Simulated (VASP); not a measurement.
# NaCl in VASP: one cell, several levels of theory

Aim: gap, levels, forces and stress of NaCl built on the CsCl prototype, under +4.5 % biaxial strain in the (111) plane, free along [111] at fixed geometry. Runs: PBE, r2SCAN. The results are then set beside those of Ansatz 0.2.0 for the same cell. This is a trial cell built on a prototype, not taken from a measured structure, and it needn't be the compound's ground state.

The runs shown are made with VASP 6.6.1. PAW datasets, plane waves. No spin polarisation. The prototype was imposed, so other structures may be more stable.

## Step 1: The cell

The cell comes from an earlier relaxation with r2SCAN in another program, then strained, with the atoms relaxed again.

The symmetry is R-3m (No. 166, trigonal); conventional cell a = 5.111 Å, c = 5.638 Å, 21.26 Å³ an atom. Na has 8 Cl at 2.82–3.10 Å; Cl has 8 Na at 2.82–3.10 Å.

The structure in full:

Space group R-3m:H (No. 166). a = 5.111 Å, b = 5.111 Å, c = 5.638 Å, α = 90.00°, β = 90.00°, γ = 120.00°
| atom | site | symmetry | x | y | z |
| --- | --- | --- | --- | --- | --- |
| Na | 3a | -3m | 0.0000 | 0.0000 | 0.0000 |
| Cl | 3b | -3m | 0.0000 | 0.0000 | 0.5000 |

## Step 2: PBE

The input, INCAR:

```
ENCUT = 520.000000
SIGMA = 0.020000
EDIFF = 1.00e-07
GGA = PE
PREC = Accurate
IBRION = -1
ISIF = 2
ISMEAR = -1
NBANDS = 14
NELM = 120
NSW = 0
LASPH = .TRUE.
LCHARG = .FALSE.
LWAVE = .FALSE.
LREAL = .FALSE.
```

The input, KPOINTS:

```
KPOINTS created by Atomic Simulation Environment
0
Gamma
8 8 8
0 0 0
```

The input, KPOINTS_OPT:

```
special points
4
Reciprocal
0.0000000000 0.0000000000 0.0000000000 1
0.0000000000 0.5000000000 0.0000000000 1
0.5000000000 0.5000000000 0.0000000000 1
0.5000000000 0.5000000000 0.5000000000 1
```

The input, POSCAR:

```
Na Cl
 1.0000000000000000
     3.4944705942000001   -0.1197169445000000   -0.1197169445000000
    -0.1197169445000000    3.4944705942000001   -0.1197169445000000
    -0.1197169445000000   -0.1197169445000000    3.4944705942000001
 Na  Cl
   1   1
Cartesian
  0.0000000000000000  0.0000000000000000  0.0000000000000000
  1.6275183526000006  1.6275183526000003  1.6275183526000003
```

Potentials: the recommended PBE PAW datasets, 14 valence electrons in the neutral cell.

On the command line:

```bash
> mpirun -np 1 vasp_std
```

Printed to the terminal (iteration lines stand in OSZICAR):

```text
POSCAR found type information on POSCAR NaCl
 POSCAR found :  2 types and       2 ions
 LDA part: xc-table for (Slater+PW92), standard interpolation
 POSCAR, INCAR and KPOINTS ok, starting setup
 FFT: planning ... GRIDC
 FFT: planning ... GRID_SOFT
 FFT: planning ... GRID
 WAVECAR not read
 entering main loop
 Start KPOINTS_OPT (optional k-point list driver)
k-point batch [1-4\4]
```

OSZICAR:

```text
N       E                     dE             d eps       ncg     rms          rms(c)
DAV:   1     0.100479165676E+03    0.10048E+03   -0.71130E+03  1838   0.102E+03
DAV:   2     0.152878462038E+01   -0.98950E+02   -0.90368E+02  2006   0.277E+02
DAV:   3    -0.658319073580E+01   -0.81120E+01   -0.80526E+01  2342   0.723E+01
DAV:   4    -0.671732226834E+01   -0.13413E+00   -0.13408E+00  2084   0.987E+00
DAV:   5    -0.672004612252E+01   -0.27239E-02   -0.27237E-02  2406   0.145E+00    0.231E+00
DAV:   6    -0.649481129697E+01    0.22523E+00   -0.31064E-01  2316   0.343E+00    0.165E+00
DAV:   7    -0.646605041048E+01    0.28761E-01   -0.92440E-02  2514   0.183E+00    0.114E+00
DAV:   8    -0.646657932847E+01   -0.52892E-03   -0.11065E-02  1982   0.952E-01    0.420E-01
DAV:   9    -0.646634695554E+01    0.23237E-03   -0.44324E-04  2366   0.159E-01    0.201E-01
DAV:  10    -0.646642239493E+01   -0.75439E-04   -0.26340E-04  2060   0.120E-01    0.371E-02
DAV:  11    -0.646641815212E+01    0.42428E-05   -0.12315E-05  2312   0.312E-02    0.126E-02
DAV:  12    -0.646641804661E+01    0.10552E-06   -0.26282E-06  2066   0.135E-02    0.484E-03
DAV:  13    -0.646641848082E+01   -0.43422E-06   -0.25563E-07  2216   0.343E-03    0.165E-03
DAV:  14    -0.646641839135E+01    0.89474E-07   -0.85083E-09  1330   0.787E-04
   1 F= -.64664184E+01 E0= -.64664184E+01  d E =-.393370E-10
       N       E                     dE             ncg
DAV:   1     0.136480618281E+04   -0.17698E+04      112
DAV:   2     0.954092682329E+03   -0.41071E+03      118
DAV:   3     0.925253900722E+03   -0.28839E+02      148
DAV:   4     0.924809425790E+03   -0.44447E+00      136
DAV:   5     0.924800220153E+03   -0.92056E-02      154
DAV:   6     0.924799905451E+03   -0.31470E-03      136
DAV:   7     0.924799892911E+03   -0.12540E-04      154
DAV:   8     0.924799892384E+03   -0.52669E-06      142
DAV:   9     0.924799892362E+03   -0.21912E-07      138
```

The lines after F= are the extra pass for the points of KPOINTS_OPT, at fixed density; their E is not a total energy.

From OUTCAR:

```text
k-points           NKPTS =     65   k-points in BZ     NKDIM =     65   number of bands    NBANDS=     14

   NELECT =      14.0000    total number of electrons

   dimension x,y,z NGX =    28 NGY =   28 NGZ =   28
   dimension x,y,z NGXF=    56 NGYF=   56 NGZF=   56

  energy-cutoff  :      520.00
  volume of cell :       42.52
      direct lattice vectors                 reciprocal lattice vectors
     3.494470594 -0.119716945 -0.119716945     0.286863638  0.010176280  0.010176280
    -0.119716945  3.494470594 -0.119716945     0.010176280  0.286863638  0.010176280
    -0.119716945 -0.119716945  3.494470594     0.010176280  0.010176280  0.286863638

 k-points in reciprocal lattice and weights: KPOINTS created by Atomic Simulation Env
   0.00000000  0.00000000  0.00000000       0.002
   0.12500000 -0.00000000 -0.00000000       0.012
   0.25000000 -0.00000000 -0.00000000       0.012
   0.37500000 -0.00000000  0.00000000       0.012
   0.50000000 -0.00000000 -0.00000000       0.006
   0.12500000  0.12500000 -0.00000000       0.012
   0.25000000  0.12500000  0.00000000       0.023
   0.37500000  0.12500000  0.00000000       0.023
[... 57 more k-points ...]

 E-fermi :   0.8287

 k-point     1 :       0.0000    0.0000    0.0000
  band No.  band energies     occupation
      1     -21.5468      2.00000
      2     -21.5468      2.00000
      3     -21.5290      2.00000
      4     -12.9313      2.00000
      5      -0.2156      2.00000
      6       0.0764      2.00000
      7       0.0764      2.00000
      8       4.5246      0.00000
      9       9.1094      0.00000
     10       9.1094      0.00000
     11      15.7943      0.00000
     12      15.7943      0.00000
     13      15.8741      0.00000
     14      16.3060      0.00000

 k-point     2 :       0.1250   -0.0000   -0.0000
  band No.  band energies     occupation
      1     -21.5512      2.00000
      2     -21.5463      2.00000
      3     -21.5302      2.00000
      4     -12.8809      2.00000
      5      -0.5526      2.00000
      6      -0.0516      2.00000
      7       0.1080      2.00000
      8       4.9757      0.00000
      9       9.2812      0.00000
     10       9.4253      0.00000
     11      14.5657      0.00000
     12      14.7244      0.00000
     13      16.0168      0.00000
     14      16.4422      0.00000

 k-point     3 :       0.2500   -0.0000   -0.0000
  band No.  band energies     occupation
      1     -21.5642      2.00000
      2     -21.5451      2.00000
      3     -21.5309      2.00000
      4     -12.7545      2.00000
      5      -1.4623      2.00000
      6      -0.0103      2.00000
      7       0.1862      2.00000
      8       5.8878      0.00000
      9       9.7738      0.00000
     10       9.8606      0.00000
     11      13.5182      0.00000
     12      13.5192      0.00000
     13      15.7880      0.00000
     14      16.3948      0.00000

 k-point     4 :       0.3750   -0.0000    0.0000
  band No.  band energies     occupation
      1     -21.5783      2.00000
      2     -21.5440      2.00000
      3     -21.5303      2.00000
      4     -12.6210      2.00000
      5      -2.2129      2.00000
      6       0.0566      2.00000
      7       0.2675      2.00000
      8       6.8492      0.00000
      9       9.5816      0.00000
     10      10.4604      0.00000
     11      12.7244      0.00000
     12      12.7848      0.00000
     13      14.6061      0.00000
     14      17.0228      0.00000

 k-point     5 :       0.5000   -0.0000   -0.0000
  band No.  band energies     occupation
      1     -21.5842      2.00000
      2     -21.5435      2.00000
      3     -21.5300      2.00000
      4     -12.5634      2.00000
      5      -2.4934      2.00000
      6       0.0861      2.00000
      7       0.3021      2.00000
      8       7.4129      0.00000
      9       9.1611      0.00000
     10      10.8541      0.00000
     11      12.3931      0.00000
     12      12.7367      0.00000
     13      13.6033      0.00000
     14      17.2075      0.00000

[... the tables of k-points 6 to 65 left out ...]

  Total        0.1767457      0.1767457      0.1767457      0.0498834      0.0498834      0.0498834
  in kB        6.6601230      6.6601230      6.6601230      1.8797054      1.8797054      1.8797054
  external PRESSURE =       6.6601230 kB  Pullay stress =       0.0000000 kB

 POSITION                                       TOTAL-FORCE (eV/Angst)
 -----------------------------------------------------------------------------------
      0.00000      0.00000      0.00000        -0.000000     -0.000000     -0.000000
      1.62752      1.62752      1.62752         0.000000      0.000000      0.000000
 -----------------------------------------------------------------------------------
    total drift:                               -0.000000      0.000000      0.000000

  FREE ENERGIE OF THE ION-ELECTRON SYSTEM (eV)
  ---------------------------------------------------
  free  energy   TOTEN  =        -6.4664183913 eV

  energy  without entropy=       -6.4664183913  energy(sigma->0) =       -6.46641839
```

The levels at the points of KPOINTS_OPT are read from vasprun.xml.

Levels at the named points, in eV from the top of band v (v: the last filled band by count, c: the next):

| point | v−1 | v | c | c+1 |
| --- | --- | --- | --- | --- |
| Γ | -0.37 | -0.37 | 4.08 | 8.66 |
| X | -0.36 | -0.14 | 6.97 | 8.72 |
| M | -2.16 | 0.00 | 5.65 | 9.82 |
| R | -1.88 | -1.75 | 6.89 | 6.89 |

PBE gives an indirect gap of 4.08 eV, from M to Γ; the least direct gap is 4.45 eV. Pressure: 0.67 GPa; the forces vanish within 0.01 eV/Å.

## Step 3: Single point with r2SCAN

The input, INCAR:

```
ENCUT = 520.000000
SIGMA = 0.010000
EDIFF = 1.00e-07
ALGO = Normal
METAGGA = R2SCAN
PREC = Accurate
IBRION = -1
ISIF = 2
ISMEAR = 0
NBANDS = 14
NELM = 120
NSW = 0
LASPH = .TRUE.
LCHARG = .FALSE.
LWAVE = .FALSE.
LREAL = .FALSE.
```

KPOINTS is that of step 2.

KPOINTS_OPT is that of step 2.

POSCAR is that of step 2.

On the command line:

```bash
> mpirun -np 1 vasp_std
```

Standard output, without the iteration lines:

```text
POSCAR found type information on POSCAR NaCl
 POSCAR found :  2 types and       2 ions
 -----------------------------------------------------------------------------
|                                                                             |
|                                                                             |
|     You enforced a specific xc type in the INCAR file but a different       |
|     I HOPE YOU KNOW WHAT YOU ARE DOING!                                     |
|                                                                             |
 -----------------------------------------------------------------------------

 LDA part: xc-table for (None), standard interpolation
 POSCAR, INCAR and KPOINTS ok, starting setup
 FFT: planning ... GRIDC
 FFT: planning ... GRID_SOFT
 FFT: planning ... GRID
 WAVECAR not read
 entering main loop
 Start KPOINTS_OPT (optional k-point list driver)
k-point batch [1-4\4]
```

OSZICAR:

```text
N       E                     dE             d eps       ncg     rms          rms(c)
DAV:   1     0.943397626532E+02    0.94340E+02   -0.72723E+03  1838   0.105E+03
DAV:   2    -0.723919235108E+01   -0.10158E+03   -0.92823E+02  2012   0.285E+02
DAV:   3    -0.155755110880E+02   -0.83363E+01   -0.82687E+01  2348   0.743E+01
DAV:   4    -0.157199935824E+02   -0.14448E+00   -0.14443E+00  2080   0.103E+01
DAV:   5    -0.157228874952E+02   -0.28939E-02   -0.28938E-02  2406   0.149E+00    0.244E+00
DAV:   6    -0.134970522063E+02    0.22258E+01   -0.54408E-01  1898   0.749E+00    0.238E+00
DAV:   7    -0.134585776069E+02    0.38475E-01   -0.17042E-01  2342   0.280E+00    0.118E+00
DAV:   8    -0.134604343288E+02   -0.18567E-02   -0.85692E-03  2150   0.653E-01    0.509E-01
DAV:   9    -0.134608132718E+02   -0.37894E-03   -0.39473E-03  1988   0.582E-01    0.173E-01
DAV:  10    -0.134607955323E+02    0.17740E-04   -0.13454E-04  2374   0.107E-01    0.255E-01
DAV:  11    -0.134609386654E+02   -0.14313E-03   -0.12743E-04  2066   0.907E-02    0.697E-02
DAV:  12    -0.134609167605E+02    0.21905E-04   -0.16768E-05  2264   0.283E-02    0.209E-02
DAV:  13    -0.134609114481E+02    0.53124E-05   -0.23874E-06  2216   0.126E-02    0.822E-03
DAV:  14    -0.134609099932E+02    0.14549E-05   -0.61859E-08  2288   0.276E-03    0.294E-03
DAV:  15    -0.134609089314E+02    0.10618E-05   -0.85946E-09  1210   0.864E-04    0.147E-03
DAV:  16    -0.134609082970E+02    0.63436E-06   -0.18533E-09  1210   0.472E-04    0.547E-04
DAV:  17    -0.134609080125E+02    0.28456E-06   -0.15557E-09  1132   0.363E-04    0.108E-04
DAV:  18    -0.134609079684E+02    0.44102E-07   -0.27410E-10  1090   0.179E-04
   1 F= -.13460908E+02 E0= -.13460908E+02  d E =-.699445E-79
       N       E                     dE             ncg
DAV:   1     0.134271505682E+04   -0.17919E+04      112
DAV:   2     0.909684754347E+03   -0.43303E+03      118
DAV:   3     0.880195029093E+03   -0.29490E+02      148
DAV:   4     0.879716705379E+03   -0.47832E+00      136
DAV:   5     0.879705908592E+03   -0.10797E-01      142
DAV:   6     0.879705517425E+03   -0.39117E-03      136
DAV:   7     0.879705500539E+03   -0.16886E-04      156
DAV:   8     0.879705500082E+03   -0.45627E-06      142
DAV:   9     0.879705500064E+03   -0.18527E-07      112
```

Parts of OUTCAR:

```text
k-points           NKPTS =     65   k-points in BZ     NKDIM =     65   number of bands    NBANDS=     14

   NELECT =      14.0000    total number of electrons

   dimension x,y,z NGX =    28 NGY =   28 NGZ =   28
   dimension x,y,z NGXF=    56 NGYF=   56 NGZF=   56

  energy-cutoff  :      520.00
  volume of cell :       42.52
      direct lattice vectors                 reciprocal lattice vectors
     3.494470594 -0.119716945 -0.119716945     0.286863638  0.010176280  0.010176280
    -0.119716945  3.494470594 -0.119716945     0.010176280  0.286863638  0.010176280
    -0.119716945 -0.119716945  3.494470594     0.010176280  0.010176280  0.286863638

 k-points in reciprocal lattice and weights: KPOINTS created by Atomic Simulation Env
   0.00000000  0.00000000  0.00000000       0.002
   0.12500000 -0.00000000 -0.00000000       0.012
   0.25000000 -0.00000000 -0.00000000       0.012
   0.37500000 -0.00000000  0.00000000       0.012
   0.50000000 -0.00000000 -0.00000000       0.006
   0.12500000  0.12500000 -0.00000000       0.012
   0.25000000  0.12500000  0.00000000       0.023
   0.37500000  0.12500000  0.00000000       0.023
[... 57 more k-points ...]

 E-fermi :   0.1859

 k-point     1 :       0.0000    0.0000    0.0000
  band No.  band energies     occupation
      1     -22.6885      2.00000
      2     -22.6885      2.00000
      3     -22.6715      2.00000
      4     -13.9070      2.00000
      5      -0.6222      2.00000
      6      -0.3256      2.00000
      7      -0.3256      2.00000
      8       4.9651      0.00000
      9       9.3207      0.00000
     10       9.3207      0.00000
     11      16.2502      0.00000
     12      16.6070      0.00000
     13      16.6071      0.00000
     14      16.6580      0.00000

 k-point     2 :       0.1250   -0.0000   -0.0000
  band No.  band energies     occupation
      1     -22.6927      2.00000
      2     -22.6881      2.00000
      3     -22.6726      2.00000
      4     -13.8556      2.00000
      5      -0.9444      2.00000
      6      -0.4551      2.00000
      7      -0.2932      2.00000
      8       5.4050      0.00000
      9       9.5012      0.00000
     10       9.6637      0.00000
     11      15.0907      0.00000
     12      15.2357      0.00000
     13      16.5622      0.00000
     14      17.0274      0.00000

 k-point     3 :       0.2500   -0.0000   -0.0000
  band No.  band energies     occupation
      1     -22.7048      2.00000
      2     -22.6870      2.00000
      3     -22.6733      2.00000
      4     -13.7270      2.00000
      5      -1.8518      2.00000
      6      -0.4157      2.00000
      7      -0.2132      2.00000
      8       6.3103      0.00000
      9      10.0222      0.00000
     10      10.2078      0.00000
     11      13.9394      0.00000
     12      13.9849      0.00000
     13      16.5045      0.00000
     14      16.7676      0.00000

 k-point     4 :       0.3750   -0.0000    0.0000
  band No.  band energies     occupation
      1     -22.7180      2.00000
      2     -22.6859      2.00000
      3     -22.6728      2.00000
      4     -13.5913      2.00000
      5      -2.6139      2.00000
      6      -0.3492      2.00000
      7      -0.1301      2.00000
      8       7.2567      0.00000
      9      10.0680      0.00000
     10      10.7661      0.00000
     11      13.1469      0.00000
     12      13.1731      0.00000
     13      14.8786      0.00000
     14      17.4399      0.00000

 k-point     5 :       0.5000   -0.0000   -0.0000
  band No.  band energies     occupation
      1     -22.7236      2.00000
      2     -22.6854      2.00000
      3     -22.6725      2.00000
      4     -13.5328      2.00000
      5      -2.9003      2.00000
      6      -0.3197      2.00000
      7      -0.0947      2.00000
      8       7.7872      0.00000
      9       9.7230      0.00000
     10      11.2153      0.00000
     11      12.8317      0.00000
     12      13.1096      0.00000
     13      13.7821      0.00000
     14      17.6359      0.00000

[... the tables of k-points 6 to 65 left out ...]

  Total       -0.1626145     -0.1626145     -0.1626145      0.0465942      0.0465942      0.0465942
  in kB       -6.1276322     -6.1276322     -6.1276322      1.7557595      1.7557595      1.7557595
  external PRESSURE =      -6.1276322 kB  Pullay stress =       0.0000000 kB

 POSITION                                       TOTAL-FORCE (eV/Angst)
 -----------------------------------------------------------------------------------
      0.00000      0.00000      0.00000        -0.000000     -0.000000      0.000000
      1.62752      1.62752      1.62752         0.000000      0.000000      0.000000
 -----------------------------------------------------------------------------------
    total drift:                               -0.000000      0.000000      0.000000

  FREE ENERGIE OF THE ION-ELECTRON SYSTEM (eV)
  ---------------------------------------------------
  free  energy   TOTEN  =       -13.4609079684 eV

  energy  without entropy=      -13.4609079684  energy(sigma->0) =      -13.46090797
```

The levels at the points of KPOINTS_OPT are read from vasprun.xml.

Levels at the named points, in eV from the top of band v (v: the last filled band by count, c: the next):

| point | v−1 | v | c | c+1 |
| --- | --- | --- | --- | --- |
| Γ | -0.38 | -0.38 | 4.91 | 9.27 |
| X | -0.37 | -0.15 | 7.73 | 9.67 |
| M | -2.20 | 0.00 | 6.35 | 10.57 |
| R | -1.93 | -1.80 | 7.50 | 7.50 |

r2SCAN gives an indirect gap of 4.91 eV, from M to Γ; the least direct gap is 5.29 eV. The pressure is -0.61 GPa; the forces vanish within 0.01 eV/Å.

## Step 4: Summary

```
 level  gap (eV)  pressure (GPa)  Ansatz: gap (eV)  Ansatz: pressure (GPa)
   PBE      4.08            0.67              4.08                    0.71
r2SCAN      4.91           -0.61              4.88                   -0.37
```

The gap spans 4.08 eV (PBE) to 4.91 eV (r2SCAN). The pressure is highest with PBE (0.7 GPa) and lowest with r2SCAN (-0.6 GPa), which orders the cells that they would relax to. The two programs agree on the gap within 0.04 eV, far less than the spread between functionals. Datasets and cutoffs are each program's own. VASP's cell holds 14 valence electrons and Ansatz's 16.
